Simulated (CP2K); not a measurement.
# YN under changes of volume

One of the cells (14.500 Å³/atom); the others are scaled copies at fixed shape and fractional positions:

```
CELL_PARAMETERS angstrom
3.44856 0.00000 0.00000
1.72428 2.98654 0.00000
1.72428 0.99551 2.81574
ATOMIC_POSITIONS crystal
Y 0.00000 0.00000 0.00000
N 0.50000 0.50000 0.50000
```

| Property | Result |
| --- | --- |
| Program | CP2K 2026.2 |
| Functional | PBEsol |
| Potentials or basis | POTENTIAL_UZH Y GTH-PBE-q11, N GTH-PBE-q5; TZVP-MOLOPT-PBE-GTH basis |
| Density cutoff | 6123 eV |
| k mesh | 9 × 9 × 9 |
| Occupations | fermi-dirac, width 0.05 eV |
| Spin | no spin polarisation |

| volume (Å³/atom) | energy over the lowest point (meV/atom) | pressure (GPa) |
| --- | --- | --- |
| 13.630 | 27.14 | 11.2 |
| 13.920 | 10.87 | 6.8 |
| 14.210 | 2.07 | 2.9 |
| 14.500 | 0.00 | -0.6 |
| 14.790 | 3.99 | -3.8 |
| 15.080 | ? | ? |
| 15.370 | 27.87 | -9.2 |

**Question.** What does the run at 15.080 Å³/atom give?

**Answer.** Energy over the lowest point 13.47 meV/atom; pressure -6.7 GPa.

Worked out: A Birch-Murnaghan fit of order 3 (a polynomial in V^(-2/3)) to the other rows has its minimum at 14.45 Å³/atom with B0 = V·E''(V) = 170 GPa and B' = 4.1. It gives 13.46 meV/atom at 15.080 Å³/atom, against the run's 13.47, and -dE/dV = -6.6 GPa, against -6.7.

Energies are extrapolated to zero smearing.

Caveats: the potentials were made for another functional, which shifts forces and pressure; the basis of atomic orbitals isn't converged, which shifts pressures, moduli and gaps.
